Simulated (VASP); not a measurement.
# C (Fd-3m) in VASP: further runs

The runs below take C through relaxation of cell and atoms, with PBE.

Everything below comes from runs of VASP 6.6.1. Logs are shortened: lines on timing, memory, paths and dates and some standing lists are left out, and cuts for length are marked.

**1. Starting point**

It takes space group Fd-3m (No. 227, cubic). Conventional cell: a = 3.567 Å, b = 3.567 Å, c = 3.567 Å, α = 90.00°, β = 90.00°, γ = 90.00°. C (site symmetry -43m) has 4 C at 1.54 Å as nearest neighbours.

This isn't the form of C at room conditions, which is graphite.

**2. Relaxation of cell and atoms, PBE**

The input, INCAR:

```
PREC = Accurate
ENCUT = 520
EDIFF = 1E-7
ISMEAR = 0
SIGMA = 0.02
LREAL = F
LASPH = T
NELM = 60
ALGO = Fast
ISIF = 3
LWAVE = F
LCHARG = F
GGA = PE
IBRION = 2
NSW = 80
EDIFFG = -0.15
```

The input, KPOINTS:

```
regular mesh
0
Gamma
  14 14 14
```

The input, POSCAR:

```
C
1.0
    0.0000000000      1.7833700000      1.7833700000
    1.7833700000      0.0000000000      1.7833700000
    1.7833700000      1.7833700000      0.0000000000
C
2
Direct
    0.0000000000      0.0000000000      0.0000000000
    0.2500000000      0.2500000000      0.2500000000
```

Potentials or basis: VASP PAW PBE potentials, release 64 (C).

Launch:

```bash
$ cat potpaw_PBE.64/C/POTCAR > POTCAR
$ mpirun -np 1 vasp_std > vasp.out
```

OUTCAR:

```text
PREC = Accurate
   ENCUT = 520
   EDIFF = 1E-7
   ISMEAR = 0
   LREAL = F
   LASPH = T
   NELM = 60
   ISIF = 3
   GGA = PE
   IBRION = 2
   NSW = 80
   EDIFFG = -0.15

 ion  position               nearest neighbor table
   1  0.000  0.000  0.000-   2 1.54   2 1.54   2 1.54   2 1.54
   2  0.250  0.250  0.250-   1 1.54   1 1.54   1 1.54   1 1.54

  LATTYP: Found a face centered cubic cell.
 ALAT       =     3.5667400000

  Lattice vectors:

 A1 = (   0.0000000000,   1.7833700000,   1.7833700000)
 A2 = (   1.7833700000,   0.0000000000,   1.7833700000)
 A3 = (   1.7833700000,   1.7833700000,   0.0000000000)

Analysis of symmetry for initial positions (statically):
=====================================================================
 Subroutine PRICEL returns:
 Original cell was already a primitive cell.

 Routine SETGRP: Setting up the symmetry group for a
 face centered cubic supercell.

 Subroutine GETGRP returns: Found 48 space group operations
 (whereof 24 operations were pure point group operations)
 out of a pool of 48 trial point group operations.

The static configuration has the point symmetry T_d .
 The point group associated with its full space group is O_h .

Analysis of symmetry for dynamics (positions and initial velocities):
=====================================================================
 Subroutine PRICEL returns:
 Original cell was already a primitive cell.

 Routine SETGRP: Setting up the symmetry group for a
 face centered cubic supercell.

 Subroutine GETGRP returns: Found 48 space group operations
 (whereof 24 operations were pure point group operations)
 out of a pool of 48 trial point group operations.

The dynamic configuration has the point symmetry T_d .
 The point group associated with its full space group is O_h .

 Subroutine INISYM returns: Found 48 space group operations
 (whereof 24 operations are pure point group operations),
 and found     1 'primitive' translations

----------------------------------------------------------------------------------------

                                     Primitive cell

  volume of cell :      11.3437

  direct lattice vectors                    reciprocal lattice vectors
     0.000000000  1.783370000  1.783370000    -0.280368067  0.280368067  0.280368067
     1.783370000  0.000000000  1.783370000     0.280368067 -0.280368067  0.280368067
     1.783370000  1.783370000  0.000000000     0.280368067  0.280368067 -0.280368067

  length of vectors
     2.522066041  2.522066041  2.522066041     0.485611737  0.485611737  0.485611737

  position of ions in fractional coordinates (direct lattice)
     0.000000000  0.000000000  0.000000000
     0.250000000  0.250000000  0.250000000

  ion indices of the primitive-cell ions
   primitive index   ion index
                 1           1
                 2           2

----------------------------------------------------------------------------------------

 KPOINTS: regular mesh

Automatic generation of k-mesh.
 Grid dimensions read from file:
 generate k-points for:   14   14   14

 Generating k-lattice:

  Cartesian coordinates                     Fractional coordinates (reciprocal lattice)
    -0.020026291  0.020026291  0.020026291     0.071428571  0.000000000  0.000000000
     0.020026291 -0.020026291  0.020026291     0.000000000  0.071428571  0.000000000
     0.020026291  0.020026291 -0.020026291     0.000000000  0.000000000  0.071428571

  Length of vectors
     0.034686553  0.034686553  0.034686553

  Shift w.r.t. Gamma in fractional coordinates (k-lattice)
     0.000000000  0.000000000  0.000000000

 Subroutine IBZKPT returns following result:
 ===========================================

 Found    104 irreducible k-points:

 Following reciprocal coordinates:
            Coordinates               Weight
  0.000000  0.000000  0.000000      1.000000
  0.071429  0.000000  0.000000      8.000000
  0.142857  0.000000  0.000000      8.000000
  0.214286  0.000000  0.000000      8.000000
  0.285714  0.000000  0.000000      8.000000
  0.357143  0.000000  0.000000      8.000000
[... 16 lines left out ...]
  0.214286  0.142857  0.000000     24.000000
  0.285714  0.142857  0.000000     24.000000
 [... further k-points ...]
   k-points           NKPTS =    104   k-points in BZ     NKDIM =    104   number of bands    NBANDS=      8
   number of dos      NEDOS =    301   number of ions     NIONS =      2
   total plane-waves  NPLWV =   8000
   dimension x,y,z NGX =    20 NGY =   20 NGZ =   20
   dimension x,y,z NGXF=    40 NGYF=   40 NGZF=   40
   ions per type =               2
   NGX,Y,Z   is equivalent  to a cutoff of  13.18, 13.18, 13.18 a.u.
   NGXF,Y,Z  is equivalent  to a cutoff of  26.37, 26.37, 26.37 a.u.
 SYSTEM =  unknown system
   PREC   = accura    normal or accurate (medium, high low for compatibility)
   ISTART =      0    job   : 0-new  1-cont  2-samecut
   ICHARG =      2    charge: 1-file 2-atom 10-const
   ISPIN  =      1    spin polarized calculation?
   LNONCOLLINEAR =      F non collinear calculations
   LSORBIT =      F    spin-orbit coupling
   LASPH  =      T    aspherical Exc in radial PAW
   ENCUT  =  520.0 eV  38.22 Ry    6.18 a.u.   4.69  4.69  4.69*2*pi/ulx,y,z
   NELM   =     60;   NELMIN=  2; NELMDL= -5     # of ELM steps
   EDIFF  = 0.1E-06   stopping-criterion for ELM
   LREAL  =      F    real-space projection
   EDIFFG = -.1E+00   stopping-criterion for IOM
   NSW    =     80    number of steps for IOM
   IBRION =      2    ionic relax: 0-MD 1-quasi-New 2-CG
   NFREE  =      1    steps in history (QN), initial steepest desc. (CG)
   ISIF   =      3    stress and relaxation
   ISYM   =      2    0-nonsym 1-usesym 2-fastsym
   POTIM  = 0.5000    time-step for ionic-motion
   TEBEG  =    0.0;   TEEND  =   0.0 temperature during run
   PSTRESS=    0.0 pullay stress
   NELECT =       8.0000    total number of electrons
   NUPDOWN=      -1.0000    fix difference up-down
   EMIN   =  10.00;   EMAX   =-10.00  energy-range for DOS
   EFERMI =   0.00;   METHOD = LEGACY
   ISMEAR =     0;   SIGMA  =   0.02  broadening in eV -4-tet -1-fermi 0-gaus
   EFERMI_NEDOS =   21; number of points for ismear=-14 and -15
   IALGO  =     68    algorithm
   IMIX   =      4    mixing-type and parameters
     AMIX     =   0.40;   BMIX     =  1.00
     AMIX_MAG =   1.60;   BMIX_MAG =  1.00
  volume/ion in A,a.u.               =       5.67        38.28
  Fermi-wavevector in a.u.,A,eV,Ry     =   1.457203  2.753714 28.891161  2.123440
  Thomas-Fermi vector in A             =   2.574032
   LORBIT       =      0    0 simple, 1 ext, 2 COOP (PROOUT), +10 PAW based schemes
   GGA     = PE    functional components
   LHFCALC =     F    Hartree Fock is set to
   AEXX    =    0.0000 exact exchange contribution
   IVDW    =     0    specifies the selected vdW correction
   LEPSILON=     F    determine dielectric tensor
   LRPA    =     F    only Hartree local field effects (RPA)
 conjugate gradient relaxation of ions
 non-spin polarized calculation
 RMM-DIIS sequential band-by-band and
 Gauss-broadening in eV      SIGMA  =   0.02
  energy-cutoff  :      520.00
  volume of cell :       11.34
 maximum number of plane-waves:       316
   NGX =  9   NGY =  9   NGZ =  9

 number of electron       7.9999999 magnetization

 Free energy of the ion-electron system (eV)
  ---------------------------------------------------
  ext. energy  EPLUGINS =         0.00000000
  ---------------------------------------------------
  free energy    TOTEN  =       -18.18526899 eV

  energy without entropy =      -18.18526899  energy(sigma->0) =      -18.18526899

 E-fermi :   9.9270     XC(G=0): -13.2509

 val. band max:        9.7301244066   @ k =   0.0000   0.0000   0.0000
 cond. band min:      13.8593960378   @ k =   0.3571   0.3571   0.0000
 fundamental gap:      4.1292716312
 Fermi energy:         9.9270275159

 k-point     1 :       0.0000    0.0000    0.0000
  band No.  band energies     occupation
      1     -11.7473      2.00000
      2       9.7301      2.00000
      3       9.7301      2.00000
      4       9.7301      2.00000
      5      15.3200      0.00000
      6      15.3200      0.00000
      7      15.3200      0.00000
      8      23.0621      0.00000

 k-point     2 :       0.0714    0.0000    0.0000
  band No.  band energies     occupation
      1     -11.6059      2.00000
      2       8.7966      2.00000
      3       9.4870      2.00000
      4       9.4870      2.00000
      5      15.6381      0.00000
      6      15.6381      0.00000
      7      15.8765      0.00000
      8      23.1837      0.00000

 k-point     3 :       0.1429    0.0000    0.0000
  band No.  band energies     occupation
      1     -11.1830      2.00000
      2       6.7529      2.00000
      3       8.9212      2.00000
      4       8.9212      2.00000
      5      16.3842      0.00000
      6      16.3842      0.00000
      7      16.8380      0.00000
      8      23.5390      0.00000

 k-point     4 :       0.2143    0.0000    0.0000
  band No.  band energies     occupation
      1     -10.4830      2.00000
      2       4.3614      2.00000
      3       8.2823      2.00000
      4       8.2823      2.00000
      5      17.1872      0.00000
      6      17.1872      0.00000
      7      17.6003      0.00000
      8      24.0723      0.00000

 k-point     5 :       0.2857    0.0000    0.0000
  band No.  band energies     occupation
      1      -9.5151      2.00000
      2       1.9284      2.00000
      3       7.7150      2.00000
      4       7.7150      2.00000
      5      17.7781      0.00000
      6      17.7781      0.00000
      7      18.0902      0.00000
      8      24.6531      0.00000

 k-point     6 :       0.3571    0.0000    0.0000
  band No.  band energies     occupation
      1      -8.3013      2.00000
      2      -0.3940      2.00000
      3       7.2848      2.00000
      4       7.2848      2.00000
      5      18.0776      0.00000
      6      18.0776      0.00000
      7      18.3787      0.00000
      8      25.1138      0.00000

 k-point     7 :       0.4286    0.0000    0.0000
  band No.  band energies     occupation
      1      -6.9204      2.00000
      2      -2.4614      2.00000
      3       7.0195      2.00000
      4       7.0195      2.00000
      5      18.1738      0.00000
      6      18.1738      0.00000
      7      18.5304      0.00000
      8      25.3596      0.00000
[... 133 lines left out ...]
 k-point    20 :      -0.1429    0.0714    0.0000
  band No.  band energies     occupation
      1     -10.8555      2.00000
      2       5.9724      2.00000
      3       7.5657      2.00000
      4       9.0656      2.00000
      5      16.3012      0.00000
      6      17.2683      0.00000
      7      17.5372      0.00000
      8      23.5902      0.00000

 k-point    21 :      -0.0714    0.0714    0.0000
  band No.  band energies     occupation
      1     -11.3707      2.00000
      2       7.9648      2.00000
      3       8.3814      2.00000
      4       9.4930      2.00000
      5      15.7015      0.00000
      6      16.3451      0.00000
      7      16.6705      0.00000
      8      23.3293      0.00000

 k-point    22 :       0.1429    0.1429    0.0000
  band No.  band energies     occupation
      1     -10.9953      2.00000
      2       7.6407      2.00000
      3       7.6407      2.00000
      4       8.0354      2.00000
      5      14.8051      0.00000
      6      18.0479      0.00000
      7      18.0479      0.00000
      8      22.8541      0.00000

 k-point    23 :       0.2143    0.1429    0.0000
  band No.  band energies     occupation
      1     -10.4818      2.00000
      2       5.9202      2.00000
      3       6.9548      2.00000
      4       7.6990      2.00000
      5      14.9728      0.00000
      6      19.0136      0.00000
      7      19.0471      0.00000
      8      22.3660      0.00000

 k-point    24 :       0.2857    0.1429    0.0000
  band No.  band energies     occupation
      1      -9.6953      2.00000
      2       3.7109      2.00000
      3       6.4125      2.00000
      4       7.1347      2.00000
      5      15.6459      0.00000
      6      19.7021      0.00000
      7      19.8024      0.00000
      8      22.1199      0.00000

 [... further k-points ...]

------------------------ aborting loop because EDIFF is reached ----------------------------------------

  FORCE on cell =-STRESS in cart. coord.  units (eV):
  Direction    XX          YY          ZZ          XY          YZ          ZX
  --------------------------------------------------------------------------------------
  -------------------------------------------------------------------------------------
  Total        0.1738024      0.1738024      0.1738024      0.0000000     -0.0000000     -0.0000000
  in kB       24.5477600     24.5477600     24.5477600      0.0000000     -0.0000000     -0.0000000
  external PRESSURE =      24.5477600 kB  Pullay stress =       0.0000000 kB

 VOLUME and BASIS-vectors are now :
 -----------------------------------------------------------------------------
  energy-cutoff  :      520.00
  volume of cell :       11.34
      direct lattice vectors                 reciprocal lattice vectors
     0.000000000  1.783370000  1.783370000    -0.280368067  0.280368067  0.280368067
     1.783370000  0.000000000  1.783370000     0.280368067 -0.280368067  0.280368067
     1.783370000  1.783370000  0.000000000     0.280368067  0.280368067 -0.280368067

 POSITION                                       TOTAL-FORCE (eV/Angst)
 -----------------------------------------------------------------------------------
      0.00000      0.00000      0.00000        -0.000000     -0.000000     -0.000000
      0.89168      0.89168      0.89168         0.000000      0.000000      0.000000
 -----------------------------------------------------------------------------------
    total drift:                                0.000000      0.000000      0.000000

  FREE ENERGIE OF THE ION-ELECTRON SYSTEM (eV)
  ---------------------------------------------------
  free  energy   TOTEN  =       -18.1852689871 eV

  energy  without entropy=      -18.1852689871  energy(sigma->0) =      -18.18526899

 reached required accuracy - stopping structural energy minimisation
```

Run time: 8.8 s. Hardware: 1 thread of AMD EPYC 9R14 (Zen 4), shared host; peak memory 0.09 GiB.

What came out:

| Quantity | Value |
| --- | --- |
| Free energy | -18.1853 eV |
| Pressure after relaxing | 2.5 GPa |
| Band gap on the k mesh | 4.13 eV, indirect (least direct gap 5.59 eV) |

Final structure:
```cif
data_structure
_symmetry_space_group_name_H-M 'P 1'
_symmetry_Int_Tables_number 1
_cell_length_a 2.5221
_cell_length_b 2.5221
_cell_length_c 2.5221
_cell_angle_alpha 60.000
_cell_angle_beta 60.000
_cell_angle_gamma 60.000
_cell_volume 11.34
loop_
_atom_site_label
_atom_site_type_symbol
_atom_site_fract_x
_atom_site_fract_y
_atom_site_fract_z
_atom_site_occupancy
C1 C 0.00000 0.00000 0.00000 1
C2 C 0.25000 0.25000 0.25000 1
```

Caveat: the relaxation stopped at its first step, so nothing moved.

(Continued in part 2 of 2.)
